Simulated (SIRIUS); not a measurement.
# TiO2 (Anatase) (I4_1/amd) in SIRIUS: reference runs

How does TiO2 (Anatase) come out in PBEsol? The cell is run as given.

Everything below comes from runs of SIRIUS 7.12.0. Logs are shortened: lines on timing, memory, paths and dates and some standing lists are left out, and cuts for length are marked. The log counts tension as positive stress, the text compression.

**The experiment to reproduce.**

From “Strongly bound excitons in anatase TiO2 single crystals and nanoparticles”, 2016, arxiv:1601.01244, for a bulk crystal of TiO2 at 20 K: band gap 3.79 eV (an exciton energy, a little under the gap).

The results are compared with them further down.

## Step 1: The crystal as given

Symmetry: I4_1/amd, No. 141, tetragonal system. Conventional cell: a = 3.784 Å, b = 3.784 Å, c = 9.515 Å, α = 90.00°, β = 90.00°, γ = 90.00°. Ti (site symmetry -4m2) has 6 O at 1.93 to 1.98 Å as nearest neighbours. Around O (site symmetry 2mm) lie 3 Ti at 1.93 to 1.98 Å.

## Step 2: Single point, PBEsol

Contents of sirius.json:

```json
{
  "control": {
    "processing_unit": "cpu",
    "verbosity": 2,
    "num_bands_to_print": 34,
    "print_forces": true,
    "print_stress": true
  },
  "parameters": {
    "electronic_structure_method": "pseudopotential",
    "xc_functionals": ["XC_GGA_X_PBE_SOL", "XC_GGA_C_PBE_SOL"],
    "gk_cutoff": 9.2,
    "pw_cutoff": 18.4,
    "ngridk": [10, 10, 10],
    "shiftk": [0, 0, 0],
    "smearing": "fermi_dirac",
    "smearing_width": 0.0018374661,
    "num_bands": 34,
    "num_mag_dims": 0,
    "num_dft_iter": 100,
    "energy_tol": 1e-08,
    "density_tol": 1e-06
  },
  "iterative_solver": {
    "type": "davidson",
    "min_tolerance": 1e-10
  },
  "mixer": {
    "type": "anderson",
    "beta": 0.7,
    "max_history": 8
  },
  "settings": {
    "tol_ne": 1e-10,
    "pseudo_grid_cutoff": 6.5
  },
  "unit_cell": {
    "lattice_vectors": [
      [-3.575550800404, 3.575550800404, 8.989994092682],
      [3.575550800404, -3.575550800404, 8.989994092682],
      [3.575550800404, 3.575550800404, -8.989994092682]
    ],
    "atom_coordinate_units": "lattice",
    "atom_types": ["Ti", "O"],
    "atom_files": {
      "Ti": "Ti.json",
      "O": "O.json"
    },
    "atoms": {
      "Ti": [
        [0.75, 0.25, 0.5],
        [0.0, 0.0, 0.0]
      ],
      "O": [
        [0.7919, 0.7919, 0.0],
        [0.5419, 0.0419, 0.5],
        [0.9581, 0.4581, 0.5],
        [0.2081, 0.2081, 0.0]
      ]
    }
  }
}
```

Potentials or basis: PseudoDojo 0.4.1 PBEsol standard (scalar relativistic).

Command:

```bash
upf_to_json Ti.upf
upf_to_json O.upf
OMP_NUM_THREADS=1 sirius.scf --input=sirius.json --output=out.json --task=0
```

Standard output:

```text
[info] SIRIUS version : 7.12.0
[info] number of MPI ranks           : 1
[info] MPI grid                      : 1 1
[info] maximum number of OMP threads : 1
[fft] FFT context for density and potential
[fft] =====================================
[fft]   comm size                             : 1
[fft]   plane wave cutoff                     : 18.4
[fft]   grid size                             : 64 64 64   total : 262144
[fft]   grid limits                           : -31 32   -31 32   -31 32
[fft]   number of G-vectors within the cutoff : 24211
[fft]   local number of G-vectors             : 24211
[fft]   number of G-shells                    : 3454
[fft] FFT context for coarse grid
[fft] =====================================
[fft]   comm size                             : 1
[fft]   plane wave cutoff                     : 18.4
[fft]   grid size                             : 64 64 64   total : 262144
[fft]   grid limits                           : -31 32   -31 32   -31 32
[fft]   number of G-vectors within the cutoff : 24211
[fft]   local number of G-vectors             : 24211
[fft]   number of G-shells                    : 3454
[unit cell] lattice vectors
[unit cell]   a1 :      -3.5755508004      3.5755508004      8.9899940927
[unit cell]   a2 :       3.5755508004     -3.5755508004      8.9899940927
[unit cell]   a3 :       3.5755508004      3.5755508004     -8.9899940927
[unit cell] reciprocal lattice vectors
[unit cell]   b1 :       0.0000000000      0.8786318050      0.3494543624
[unit cell]   b2 :       0.8786318050      0.0000000000      0.3494543624
[unit cell]   b3 :       0.8786318050      0.8786318050      0.0000000000
[unit cell] unit cell volume :       459.73260231 [a.u.^3]
[unit cell] 1/sqrt(omega)    :         0.04663880
[unit cell] MT volume        :         0.00000000 ( 0.00%)
[unit cell] IT volume        :       459.73260231 (100.00%)
[unit cell] number of atom types : 2
[unit cell] type id : 0 symbol : Ti mt_radius :  15.850000 num_atoms : 2
[unit cell] type id : 1 symbol :  O mt_radius :   9.350000 num_atoms : 4
[unit cell] total number of atoms : 6
[unit cell] number of symmetry classes : 2
[unit cell] number of PAW atoms : 0
[unit cell] atom id  type id  class id             position                      vector_field
[unit cell] ------------------------------------------------------------------------------------------
[unit cell]      0        0        0      0.75000   0.25000   0.50000      0.00000   0.00000   0.00000
[unit cell]      1        0        0      0.00000   0.00000   0.00000      0.00000   0.00000   0.00000
[unit cell]      2        1        1      0.79190   0.79190   0.00000      0.00000   0.00000   0.00000
[unit cell]      3        1        1      0.54190   0.04190   0.50000      0.00000   0.00000   0.00000
[unit cell]      4        1        1      0.95810   0.45810   0.50000      0.00000   0.00000   0.00000
[unit cell]      5        1        1      0.20810   0.20810   0.00000      0.00000   0.00000   0.00000
[unit cell] atom id         position (Cartesian, a.u.)
[unit cell] ---------------------------------------------
[unit cell]      0       0.000000    3.575551    4.494997
[unit cell]      1       0.000000    0.000000    0.000000
[unit cell]      2       0.000000    0.000000   14.238353
[... 352 lines left out ...]
[diagonalize] ik:   99   -1.794526   -1.794168   -0.930335   -0.928696   -0.927883   -0.926880   -0.923399   -0.923358   -0.359139   -0.352172   -0.333763   -0.330847    0.116747    0.126686    0.130141    0.131623    0.183266    0.187544    0.212058    0.215885    0.217658    0.224896    0.254520    0.255210    0.358184    0.364636    0.400937    0.405003    0.408018    0.423356    0.453931    0.465223    0.482078    0.494508
[diagonalize] ik:  100   -1.794713   -1.793997   -0.931004   -0.927864   -0.927864   -0.926364   -0.923441   -0.923441   -0.363772   -0.350421   -0.335561   -0.330295    0.126190    0.126190    0.128143    0.128990    0.188825    0.188825    0.213396    0.216862    0.219720    0.219720    0.260010    0.260010    0.351891    0.360625    0.405592    0.405592    0.421896    0.421896    0.448328    0.455041    0.475265    0.492255
[diagonalize] ik:  101   -1.794356   -1.794356   -0.928697   -0.928697   -0.927934   -0.927934   -0.923370   -0.923370   -0.357019   -0.357019   -0.333098   -0.333098    0.126517    0.126517    0.128799    0.128799    0.188936    0.188936    0.215122    0.215122    0.218463    0.218463    0.260671    0.260671    0.356208    0.356208    0.405331    0.405331    0.422238    0.422238    0.451248    0.451248    0.482531    0.482531
[find] Charges and magnetic moments
[find] --------------------------------------------------------------------------------
[find] total charge          : 48.000000
[find] Energy
[find] --------------------------------------------------------------------------------
[find] valence_eval_sum               :     -16.81347805
[find] <rho|V^{XC}>                   :     -37.91069656
[find] <rho|E^{XC}>                   :     -33.73490583
[find] <mag|B^{XC}>                   :       0.00000000
[find] <rho|V^{H}>                    :     100.36653056
[find] one-electron contribution      :     -79.26931206 (Ha),    -158.53862412 (Ry)
[find] hartree contribution           :      50.18326528
[find] xc contribution                :     -33.73490583
[find] ewald contribution             :    -122.08843467
[find] PAW contribution               :       0.00000000
[find] smearing (-TS)                 :      -0.00000000
[find] SCF correction                 :      -0.00000121
[find] Total energy                   :    -184.90938849 (Ha),    -369.81877698 (Ry)
[find] Free energy (E-TS)             :    -184.90938849 (Ha),    -369.81877698 (Ry)
[find] band gap (eV)                  :       2.11095407
[find] Efermi                         :       0.30620362
[find] iteration : 17, RMS (target) : 6.2102e-07 (1.0000e-06) , energy difference (target) : -2.1572e-11 (1.0000e-08)
[find] bands are converged : true
[find] iterative solver converged : false
[find] converged after 18 SCF iterations!
[find] Charges and magnetic moments
[find] --------------------------------------------------------------------------------
[find] total charge          : 48.000000
[find] Energy
[find] --------------------------------------------------------------------------------
[find] valence_eval_sum               :     -16.81347805
[find] <rho|V^{XC}>                   :     -37.91069656
[find] <rho|E^{XC}>                   :     -33.73490583
[find] <mag|B^{XC}>                   :       0.00000000
[find] <rho|V^{H}>                    :     100.36653056
[find] one-electron contribution      :     -79.26931206 (Ha),    -158.53862412 (Ry)
[find] hartree contribution           :      50.18326528
[find] xc contribution                :     -33.73490583
[find] ewald contribution             :    -122.08843467
[find] PAW contribution               :       0.00000000
[find] smearing (-TS)                 :      -0.00000000
[find] SCF correction                 :      -0.00000121
[find] Total energy                   :    -184.90938849 (Ha),    -369.81877698 (Ry)
[find] Free energy (E-TS)             :    -184.90938849 (Ha),    -369.81877698 (Ry)
[find] band gap (eV)                  :       2.11095407
[find] Efermi                         :       0.30620362
[ground_state] === stress tensor components [kbar] ===
[ground_state] === stress_kin ===
[ground_state] -38341.454863    0.000000    0.000000
[ground_state]     0.000000-38341.454863    0.000000
[ground_state]     0.000000    0.000000-38302.178743
[ground_state] === stress_har ===
[ground_state] -8641.826747    0.000000    0.000000
[ground_state]     0.000000-8641.826747    0.000000
[ground_state]     0.000000    0.000000-14831.589968
[ground_state] === stress_ewald ===
[ground_state] 29214.254461    0.000000   -0.000000
[ground_state]     0.00000029214.254461   -0.000000
[ground_state]    -0.000000   -0.00000019703.110876
[ground_state] === stress_vloc ===
[ground_state]  7544.772670    0.000000    0.000000
[ground_state]     0.000000 7544.772670    0.000000
[ground_state]     0.000000    0.00000023173.551672
[ground_state] === stress_xc ===
[ground_state]  2789.789823    0.000000   -0.000000
[ground_state]     0.000000 2789.789823   -0.000000
[ground_state]    -0.000000   -0.000000 2787.878836
[ground_state] === stress_core ===
[ground_state]  3675.750582    0.000000    0.000000
[ground_state]     0.000000 3675.750582    0.000000
[ground_state]     0.000000    0.000000 3676.562569
[ground_state] === stress_nonloc ===
[ground_state]  3777.085460    0.000000   -0.000000
[ground_state]     0.000000 3777.085460   -0.000000
[ground_state]    -0.000000   -0.000000 3802.344243
[ground_state] === stress_us_nl ===
[ground_state]  3777.085460    0.000000   -0.000000
[ground_state]     0.000000 3777.085460   -0.000000
[ground_state]    -0.000000   -0.000000 3802.344243
[ground_state] === stress_total ===
[ground_state]    18.371387    0.000000    0.000000
[ground_state]     0.000000   18.371387    0.000000
[ground_state]     0.000000    0.000000    9.679485
[ground_state] ==== total Forces in Ha/bohr =====
[ground_state] atom:    0, force:      -0.0000000      0.0000000     -0.0000000
[ground_state] atom:    1, force:      -0.0000000      0.0000000     -0.0000000
[ground_state] atom:    2, force:       0.0000000      0.0000000      0.0005800
[ground_state] atom:    3, force:      -0.0000000      0.0000000      0.0005800
[ground_state] atom:    4, force:       0.0000000      0.0000000     -0.0005800
[ground_state] atom:    5, force:       0.0000000     -0.0000000     -0.0005800
[ground_state] ==== ultrasoft contribution from Qij =====
[ground_state] atom:    0, force:       0.0000000      0.0000000      0.0000000
[ground_state] atom:    1, force:       0.0000000      0.0000000      0.0000000
[ground_state] atom:    2, force:       0.0000000      0.0000000      0.0000000
[ground_state] atom:    3, force:       0.0000000      0.0000000      0.0000000
[ground_state] atom:    4, force:       0.0000000      0.0000000      0.0000000
[ground_state] atom:    5, force:       0.0000000      0.0000000      0.0000000
[ground_state] ==== non-local contribution from Beta-projector =====
[ground_state] atom:    0, force:       0.0000000      0.0000000      0.0000000
[ground_state] atom:    1, force:       0.0000000      0.0000000      0.0000000
[ground_state] atom:    2, force:       0.0000000      0.0000000      0.1547468
[ground_state] atom:    3, force:       0.0000000      0.0000000      0.1547468
[ground_state] atom:    4, force:       0.0000000      0.0000000     -0.1547468
[ground_state] atom:    5, force:       0.0000000      0.0000000     -0.1547468
[ground_state] ==== contribution from local potential =====
[ground_state] atom:    0, force:      -0.0000000      0.0000000     -0.0000000
[ground_state] atom:    1, force:      -0.0000000      0.0000000     -0.0000000
[ground_state] atom:    2, force:       0.0000000      0.0000000      1.9910497
[ground_state] atom:    3, force:       0.0000000      0.0000000      1.9910497
[ground_state] atom:    4, force:       0.0000000      0.0000000     -1.9910497
[ground_state] atom:    5, force:       0.0000000      0.0000000     -1.9910497
[ground_state] ==== contribution from core density =====
[ground_state] atom:    0, force:       0.0000000      0.0000000      0.0000000
[ground_state] atom:    1, force:       0.0000000      0.0000000      0.0000000
[ground_state] atom:    2, force:       0.0000000      0.0000000     -0.0035464
[ground_state] atom:    3, force:       0.0000000      0.0000000     -0.0035464
[ground_state] atom:    4, force:       0.0000000      0.0000000      0.0035464
[ground_state] atom:    5, force:       0.0000000      0.0000000      0.0035464
[ground_state] ==== Ewald forces from ions =====
[ground_state] atom:    0, force:      -0.0000000      0.0000000     -0.0000000
[ground_state] atom:    1, force:      -0.0000000      0.0000000      0.0000000
[ground_state] atom:    2, force:       0.0000000      0.0000000     -2.1416702
[ground_state] atom:    3, force:      -0.0000000      0.0000000     -2.1416702
[ground_state] atom:    4, force:       0.0000000      0.0000000      2.1416702
[ground_state] atom:    5, force:       0.0000000     -0.0000000      2.1416702
[~DFT_ground_state] local op. applied: 130575
[~DFT_ground_state] evp. work count: 15783.3
[~DFT_ground_state] number of iterative solver steps: 3072
```

Run time: 32 min. Hardware: 1 thread of Intel Xeon at 2.50GHz (Skylake/Cascade Lake), shared host; peak memory 1.9 GiB.

What came out:

- Free energy: -5031.6408 eV
- Pressure: -1.5 GPa
- Largest force: 0.030 eV/Å
- Band gap on the k mesh: 2.11 eV

Forces on the atoms (eV/Å):
```
Ti   0.000  0.000  0.000
Ti   0.000  0.000  0.000
O    0.000  0.000  0.030
O    0.000  0.000  0.030
O    0.000  0.000 -0.030
O    0.000  0.000 -0.030
```

## Step 3: How close it comes

Step 2. A measured gap of TiO2 is 3.79 eV (an exciton energy, a little under the gap; 20 K; “Strongly bound excitons in anatase TiO2 single crystals and nanoparticles”, 2016, arxiv:1601.01244); the calculated 2.11 eV misses it by -1.68 eV. 2 values of this kind are on record (3.17 to 3.79 eV); this one was drawn at random. The value is that of PBEsol on a finite k mesh, which can miss the band edges, without temperature or zero-point motion. Semilocal functionals fall short of measured gaps as a rule.
